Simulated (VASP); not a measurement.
# Te (P6_3/mmc) in VASP: further runs

The runs below take Te through single point, with PBEsol.

Program: VASP 6.6.1. These are calculated values, not measurements. Logs are shortened: lines on timing, memory, paths and dates and some standing lists are left out, and cuts for length are marked.

**1. Starting point**

The structure is hexagonal, space group P6_3/mmc (No. 194). The conventional cell has a = 3.916 Å, b = 3.916 Å, c = 4.423 Å, α = 90.00°, β = 90.00°, γ = 120.00°. Around Te (site symmetry -6m2) lie 6 Te at 3.16 Å.

This isn't the form of Te at room conditions, which is trigonal, of chains.

**2. Single point, PBEsol**

INCAR reads:

```
ALGO     = Fast           # electronic algorithm
EDIFF    = 1E-6           # SCF threshold, eV
ENCUT    = 520            # plane-wave cutoff, eV
GGA      = PS             # functional
ISIF     = 2              # what is computed and relaxed
ISMEAR   = -1             # smearing method
LASPH    = T              # aspherical terms in the spheres
LCHARG   = T              # write CHGCAR
LELF     = T              # ELF
LREAL    = F              # projectors in reciprocal space
LVHAR    = T            
LWAVE    = F              # write WAVECAR
NBANDS   = 13             # bands
NELM     = 80             # most SCF steps
PREC     = Accurate       # precision mode
SIGMA    = 0.1            # smearing width, eV
```

KPOINTS reads:

```
k-points
0
Gamma
  15 15 12
```

POSCAR reads:

```
Te
1.0
    3.9157862143      0.0000000000      0.0000000000
   -1.9578931071      3.3911703374      0.0000000000
    0.0000000000      0.0000000000      4.4233032558
Te
2
Direct
    0.3333333333      0.6666666667      0.2500000000
    0.6666666667      0.3333333333      0.7500000000
```

Potentials or basis: VASP PAW PBE potentials, release 64 (Te).

Started as:

```
cat potpaw_PBE.64/Te/POTCAR > POTCAR
mpirun -np 1 vasp_std > vasp.out
```

OUTCAR:

```text
EDIFF = 1E-6
   ENCUT = 520
   GGA = PS
   ISIF = 2
   ISMEAR = -1
   LASPH = T
   LREAL = F
   NELM = 80
   PREC = Accurate

 ion  position               nearest neighbor table
   1  0.333  0.667  0.250-   2 3.16   2 3.16   2 3.16   2 3.16   2 3.16   2 3.16
   2  0.667  0.333  0.750-   1 3.16   1 3.16   1 3.16   1 3.16   1 3.16   1 3.16

  LATTYP: Found a hexagonal cell.
 ALAT       =     3.9157862143
 C/A-ratio  =     1.1296079545

  Lattice vectors:

 A1 = (   3.9157862143,   0.0000000000,   0.0000000000)
 A2 = (  -1.9578931071,   3.3911703374,   0.0000000000)
 A3 = (   0.0000000000,   0.0000000000,   4.4233032558)

Analysis of symmetry for initial positions (statically):
=====================================================================
 Subroutine PRICEL returns:
 Original cell was already a primitive cell.

 Routine SETGRP: Setting up the symmetry group for a
 hexagonal supercell.

 Subroutine GETGRP returns: Found 24 space group operations
 (whereof 12 operations were pure point group operations)
 out of a pool of 24 trial point group operations.

The static configuration has the point symmetry D_3d.
 The point group associated with its full space group is D_6h.

Analysis of symmetry for dynamics (positions and initial velocities):
=====================================================================
 Subroutine PRICEL returns:
 Original cell was already a primitive cell.

 Routine SETGRP: Setting up the symmetry group for a
 hexagonal supercell.

 Subroutine GETGRP returns: Found 24 space group operations
 (whereof 12 operations were pure point group operations)
 out of a pool of 24 trial point group operations.

The dynamic configuration has the point symmetry D_3d.
 The point group associated with its full space group is D_6h.

 Subroutine INISYM returns: Found 24 space group operations
 (whereof 12 operations are pure point group operations),
 and found     1 'primitive' translations

----------------------------------------------------------------------------------------

                                     Primitive cell

  volume of cell :      58.7375

  direct lattice vectors                    reciprocal lattice vectors
     3.915786214  0.000000000  0.000000000     0.255376557  0.147441724  0.000000000
    -1.957893107  3.391170337  0.000000000     0.000000000  0.294883447  0.000000000
     0.000000000  0.000000000  4.423303256     0.000000000  0.000000000  0.226075388

  length of vectors
     3.915786214  3.915786214  4.423303256     0.294883447  0.294883447  0.226075388

  position of ions in fractional coordinates (direct lattice)
     0.333333333  0.666666667  0.250000000
     0.666666667  0.333333333  0.750000000

  ion indices of the primitive-cell ions
   primitive index   ion index
                 1           1
                 2           2

----------------------------------------------------------------------------------------

 KPOINTS: k-points

Automatic generation of k-mesh.
 Grid dimensions read from file:
 generate k-points for:   15   15   12

 Generating k-lattice:

  Cartesian coordinates                     Fractional coordinates (reciprocal lattice)
     0.017025104  0.009829448  0.000000000     0.066666667  0.000000000  0.000000000
     0.000000000  0.019658896  0.000000000     0.000000000  0.066666667  0.000000000
     0.000000000  0.000000000  0.018839616     0.000000000  0.000000000  0.083333333

  Length of vectors
     0.019658896  0.019658896  0.018839616

  Shift w.r.t. Gamma in fractional coordinates (k-lattice)
     0.000000000  0.000000000  0.000000000

 Subroutine IBZKPT returns following result:
 ===========================================

 Found    189 irreducible k-points:

 Following reciprocal coordinates:
            Coordinates               Weight
  0.000000  0.000000  0.000000      1.000000
  0.066667 -0.000000  0.000000      6.000000
  0.133333 -0.000000  0.000000      6.000000
  0.200000 -0.000000  0.000000      6.000000
  0.266667 -0.000000  0.000000      6.000000
  0.333333 -0.000000  0.000000      6.000000
[... 16 lines left out ...]
  0.333333  0.200000  0.000000     12.000000
  0.400000  0.200000  0.000000      6.000000
 [... further k-points ...]
   k-points           NKPTS =    189   k-points in BZ     NKDIM =    189   number of bands    NBANDS=     13
   number of dos      NEDOS =    301   number of ions     NIONS =      2
   total plane-waves  NPLWV =  32400
   dimension x,y,z NGX =    30 NGY =   30 NGZ =   36
   dimension x,y,z NGXF=    60 NGYF=   60 NGZF=   72
   ions per type =               2
   NGX,Y,Z   is equivalent  to a cutoff of  12.74, 12.74, 13.53 a.u.
   NGXF,Y,Z  is equivalent  to a cutoff of  25.47, 25.47, 27.06 a.u.
 SYSTEM =  unknown system
   PREC   = accura    normal or accurate (medium, high low for compatibility)
   ISTART =      0    job   : 0-new  1-cont  2-samecut
   ICHARG =      2    charge: 1-file 2-atom 10-const
   ISPIN  =      1    spin polarized calculation?
   LNONCOLLINEAR =      F non collinear calculations
   LSORBIT =      F    spin-orbit coupling
   LASPH  =      T    aspherical Exc in radial PAW
   ENCUT  =  520.0 eV  38.22 Ry    6.18 a.u.   7.28  7.28  8.22*2*pi/ulx,y,z
   NELM   =     80;   NELMIN=  2; NELMDL= -5     # of ELM steps
   EDIFF  = 0.1E-05   stopping-criterion for ELM
   LREAL  =      F    real-space projection
   EDIFFG = 0.1E-04   stopping-criterion for IOM
   NSW    =      0    number of steps for IOM
   IBRION =     -1    ionic relax: 0-MD 1-quasi-New 2-CG
   NFREE  =      0    steps in history (QN), initial steepest desc. (CG)
   ISIF   =      2    stress and relaxation
   ISYM   =      2    0-nonsym 1-usesym 2-fastsym
   POTIM  = 0.5000    time-step for ionic-motion
   TEBEG  =    0.0;   TEEND  =   0.0 temperature during run
   PSTRESS=    0.0 pullay stress
   NELECT =      12.0000    total number of electrons
   NUPDOWN=      -1.0000    fix difference up-down
   EMIN   =  10.00;   EMAX   =-10.00  energy-range for DOS
   EFERMI =   0.00;   METHOD = LEGACY
   ISMEAR =    -1;   SIGMA  =   0.10  broadening in eV -4-tet -1-fermi 0-gaus
   EFERMI_NEDOS =   21; number of points for ismear=-14 and -15
   IALGO  =     68    algorithm
   IMIX   =      4    mixing-type and parameters
     AMIX     =   0.40;   BMIX     =  1.00
     AMIX_MAG =   1.60;   BMIX_MAG =  1.00
  volume/ion in A,a.u.               =      29.37       198.19
  Fermi-wavevector in a.u.,A,eV,Ry     =   0.964192  1.822059 12.648874  0.929666
  Thomas-Fermi vector in A             =   2.093802
   LORBIT       =      0    0 simple, 1 ext, 2 COOP (PROOUT), +10 PAW based schemes
   GGA     = PS    functional components
   LHFCALC =     F    Hartree Fock is set to
   AEXX    =    0.0000 exact exchange contribution
   IVDW    =     0    specifies the selected vdW correction
   LEPSILON=     F    determine dielectric tensor
   LRPA    =     F    only Hartree local field effects (RPA)
 non-spin polarized calculation
 RMM-DIIS sequential band-by-band and
  energy-cutoff  :      520.00
  volume of cell :       58.74
 maximum number of plane-waves:      1606
 NGX is ok and might be reduce to    30
   NGX = 15   NGY = 15   NGZ = 17

 number of electron      11.9999999 magnetization

 Free energy of the ion-electron system (eV)
  ---------------------------------------------------
  ext. energy  EPLUGINS =         0.00000000
  ---------------------------------------------------
  free energy    TOTEN  =        -6.79791779 eV

  energy without entropy =       -6.75329390  energy(sigma->0) =       -6.77560585

 E-fermi :   7.4823     XC(G=0):  -9.9648

 val. band max:        7.4819606259   @ k =   0.4667  -0.0000   0.3333
 cond. band min:       7.4835936349   @ k =   0.0667   0.0667   0.4167
 fundamental gap:      0.0016330090
 Fermi energy:         7.4822907792

 k-point     1 :       0.0000    0.0000    0.0000
  band No.  band energies     occupation
      1      -6.6228      2.00000
      2      -1.2006      2.00000
      3       2.4525      2.00000
      4       5.8619      2.00000
      5       5.8619      2.00000
      6       8.6019      0.00003
      7       8.6019      0.00003
      8      10.6027      0.00000
      9      11.1896      0.00000
     10      13.5039      0.00000
     11      15.4667      0.00000
     12      15.4667      0.00000
     13      16.8053      0.00000

 k-point     2 :       0.0667   -0.0000    0.0000
  band No.  band energies     occupation
      1      -6.5749      2.00000
      2      -1.2317      2.00000
      3       2.5055      2.00000
      4       5.6191      2.00000
      5       5.7397      2.00000
      6       8.4576      0.00012
      7       8.7252      0.00001
      8      10.8562      0.00000
      9      10.9723      0.00000
     10      13.6967      0.00000
     11      15.2628      0.00000
     12      15.4431      0.00000
     13      16.6414      0.00000

 k-point     3 :       0.1333   -0.0000    0.0000
  band No.  band energies     occupation
      1      -6.4324      2.00000
      2      -1.3344      2.00000
      3       2.6634      2.00000
      4       5.0699      2.00000
      5       5.4456      2.00000
      6       8.0761      0.00526
      7       9.0089      0.00000
      8      10.4054      0.00000
      9      11.4723      0.00000
     10      13.6726      0.00000
     11      15.4578      0.00000
     12      15.5341      0.00000
     13      16.3018      0.00000
[... 305 lines left out ...]
 k-point    23 :       0.3333    0.2000    0.0000
  band No.  band energies     occupation
      1      -4.6146      2.00000
      2      -3.1371      2.00000
      3       2.4990      2.00000
      4       4.7088      2.00000
      5       4.9767      2.00000
      6       6.5081      1.99988
      7       6.6114      1.99967
      8       8.6568      0.00002
      9      12.1401      0.00000
     10      12.7545      0.00000
     11      14.8552      0.00000
     12      17.3752      0.00000
     13      18.4597      0.00000

 k-point    24 :       0.4000    0.2000    0.0000
  band No.  band energies     occupation
      1      -4.3989      2.00000
      2      -3.3595      2.00000
      3       2.3975      2.00000
      4       4.9555      2.00000
      5       5.1424      2.00000
      6       6.2822      1.99999
      7       6.3166      1.99998
      8       8.6313      0.00002
      9      12.0613      0.00000
     10      12.6567      0.00000
     11      16.1222      0.00000
     12      16.1379      0.00000
     13      18.4217      0.00000

 [... further k-points ...]

------------------------ aborting loop because EDIFF is reached ----------------------------------------

  FORCE on cell =-STRESS in cart. coord.  units (eV):
  Direction    XX          YY          ZZ          XY          YZ          ZX
  --------------------------------------------------------------------------------------
  -------------------------------------------------------------------------------------
  Total        0.0467379      0.0467379     -0.0348628      0.0000000      0.0000000      0.0000000
  in kB        1.2748658      1.2748658     -0.9509501      0.0000000      0.0000000      0.0000000
  external PRESSURE =       0.5329272 kB  Pullay stress =       0.0000000 kB

 VOLUME and BASIS-vectors are now :
 -----------------------------------------------------------------------------
  energy-cutoff  :      520.00
  volume of cell :       58.74
      direct lattice vectors                 reciprocal lattice vectors
     3.915786214  0.000000000  0.000000000     0.255376557  0.147441724  0.000000000
    -1.957893107  3.391170337  0.000000000     0.000000000  0.294883447  0.000000000
     0.000000000  0.000000000  4.423303256     0.000000000  0.000000000  0.226075388

 POSITION                                       TOTAL-FORCE (eV/Angst)
 -----------------------------------------------------------------------------------
     -0.00000      2.26078      1.10583        -0.000000      0.000000      0.000000
      1.95789      1.13039      3.31748         0.000000     -0.000000      0.000000
 -----------------------------------------------------------------------------------
    total drift:                                0.000000     -0.000000      0.000000

  FREE ENERGIE OF THE ION-ELECTRON SYSTEM (eV)
  ---------------------------------------------------
  free  energy   TOTEN  =        -6.7979177941 eV

  energy  without entropy=       -6.7532938999  energy(sigma->0) =       -6.77560585
```

It took 68 s on 1 thread of Intel Xeon Platinum 8559C (Emerald Rapids), shared host; peak memory 0.26 GiB.

Results:

```yaml
Free_energy: -6.7979 eV
Pressure: 0.1 GPa
Band_gap_on_the_k_mesh: none (metal or under the smearing width)
```

Stress tensor (GPa, compression positive):
```
 0.13  0.00  0.00
 0.00  0.13  0.00
 0.00  0.00 -0.10
```

Caveat: the PAW data sets were made with another functional, which shifts forces and pressure a little. The run has no spin-orbit coupling, so splittings on Te are missing.

**3. Single point, PBEsol**

This run uses another cell than the first one, of 30.54 Å³/atom, 1.040 times its volume.

INCAR reads:

```
SYSTEM = Te
ALGO = Fast
EDIFF = 1E-6
ENCUT = 520
GGA = PS
ISIF = 2
ISMEAR = -1
LASPH = .True.
LCHARG = .False.
LREAL = .False.
LWAVE = .False.
NBANDS = 13
NELM = 60
PREC = Accurate
SIGMA = 0.1
```

KPOINTS reads:

```
k-points
0
Gamma
  11 11 8
  0 0 0
```

POSCAR reads:

```
Te
1.0
    3.9673156263      0.0000000000      0.0000000000
   -1.9836578131      3.4357961173      0.0000000000
    0.0000000000      0.0000000000      4.4815112896
Te
2
Direct
    0.3333333333      0.6666666667      0.2500000000
    0.6666666667      0.3333333333      0.7500000000
```

Potentials or basis: VASP PAW PBE potentials, release 64 (Te).

Started as:

```
cat potpaw_PBE.64/Te/POTCAR > POTCAR
mpirun -np 1 vasp_std > vasp.out
```

OUTCAR:

```text
SYSTEM = Te
   EDIFF = 1E-6
   ENCUT = 520
   GGA = PS
   ISIF = 2
   ISMEAR = -1
   LASPH = .True.
   LREAL = .False.
   NELM = 60
   PREC = Accurate

 ion  position               nearest neighbor table
   1  0.333  0.667  0.250-   2 3.20   2 3.20   2 3.20   2 3.20   2 3.20   2 3.20
   2  0.667  0.333  0.750-   1 3.20   1 3.20   1 3.20   1 3.20   1 3.20   1 3.20

  LATTYP: Found a hexagonal cell.
 ALAT       =     3.9673156263
 C/A-ratio  =     1.1296079545

  Lattice vectors:

 A1 = (   3.9673156263,   0.0000000000,   0.0000000000)
 A2 = (  -1.9836578131,   3.4357961173,   0.0000000000)
 A3 = (   0.0000000000,   0.0000000000,   4.4815112896)

Analysis of symmetry for initial positions (statically):
=====================================================================
 Subroutine PRICEL returns:
 Original cell was already a primitive cell.

 Routine SETGRP: Setting up the symmetry group for a
 hexagonal supercell.

 Subroutine GETGRP returns: Found 24 space group operations
 (whereof 12 operations were pure point group operations)
 out of a pool of 24 trial point group operations.

The static configuration has the point symmetry D_3d.
[... 180 lines left out ...]
      7       8.0244      0.00005
      8      10.1880      0.00000
      9      10.4468      0.00000
     10      12.9494      0.00000
     11      14.8838      0.00000
     12      14.8838      0.00000
     13      16.2206      0.00000
[... 354 lines left out ...]
  band No.  band energies     occupation
      1      -6.1632      2.00000
      2      -2.5026      2.00000
      3       2.5294      2.00000
      4       4.1477      2.00000
      5       4.8186      2.00000
      6       6.5257      1.97721
      7       8.2535      0.00001
      8       8.8555      0.00000
      9      11.7762      0.00000
     10      12.9750      0.00000
     11      14.3143      0.00000
     12      15.5715      0.00000
     13      16.2025      0.00000

 [... further k-points ...]

------------------------ aborting loop because EDIFF is reached ----------------------------------------

  FORCE on cell =-STRESS in cart. coord.  units (eV):
  Direction    XX          YY          ZZ          XY          YZ          ZX
  --------------------------------------------------------------------------------------
  -------------------------------------------------------------------------------------
  Total       -0.5769147     -0.5769147     -1.2987679     -0.0000000     -0.0000000      0.0000000
  in kB      -15.1312067    -15.1312067    -34.0638322     -0.0000000     -0.0000000      0.0000000
  external PRESSURE =     -21.4420818 kB  Pullay stress =       0.0000000 kB

 VOLUME and BASIS-vectors are now :
 -----------------------------------------------------------------------------
  energy-cutoff  :      520.00
  volume of cell :       61.09
      direct lattice vectors                 reciprocal lattice vectors
     3.967315626  0.000000000  0.000000000     0.252059603  0.145526679  0.000000000
    -1.983657813  3.435796117  0.000000000     0.000000000  0.291053359  0.000000000
     0.000000000  0.000000000  4.481511290     0.000000000  0.000000000  0.223139012

 POSITION                                       TOTAL-FORCE (eV/Angst)
 -----------------------------------------------------------------------------------
     -0.00000      2.29053      1.12038         0.000000      0.000000      0.000000
      1.98366      1.14527      3.36113        -0.000000     -0.000000      0.000000
 -----------------------------------------------------------------------------------
    total drift:                                0.000000     -0.000000      0.000000

  FREE ENERGIE OF THE ION-ELECTRON SYSTEM (eV)
  ---------------------------------------------------
  free  energy   TOTEN  =        -6.7951246064 eV

  energy  without entropy=       -6.7572697666  energy(sigma->0) =       -6.77619719
```

stdout:

```text
POSCAR found type information on POSCAR Te
 POSCAR found :  1 types and       2 ions
 scaLAPACK will be used
 -----------------------------------------------------------------------------
|                                                                             |
|                                                                             |
|     You enforced a specific xc type in the INCAR file but a different       |
|     I HOPE YOU KNOW WHAT YOU ARE DOING!                                     |
|                                                                             |
 -----------------------------------------------------------------------------

 LDA part: xc-table for (Slater+PW92), standard interpolation
 POSCAR, INCAR and KPOINTS ok, starting setup
 FFT: planning ... GRIDC
 FFT: planning ... GRID_SOFT
 FFT: planning ... GRID
 WAVECAR not read
 entering main loop
```

Wall time 34 s (1 thread of Intel Xeon Platinum 8559C (Emerald Rapids), shared host); peak memory 0.2 GiB.

Results:

- Free energy: -6.7951 eV
- Pressure: -2.1 GPa
- Band gap on the k mesh: none (metal or under the smearing width)

Stress tensor (GPa, compression positive):
```
-1.51  0.00  0.00
 0.00 -1.51  0.00
 0.00  0.00 -3.41
```

Caveat: the PAW data sets were made with another functional, which shifts forces and pressure a little.

[end of part 1 of 2]
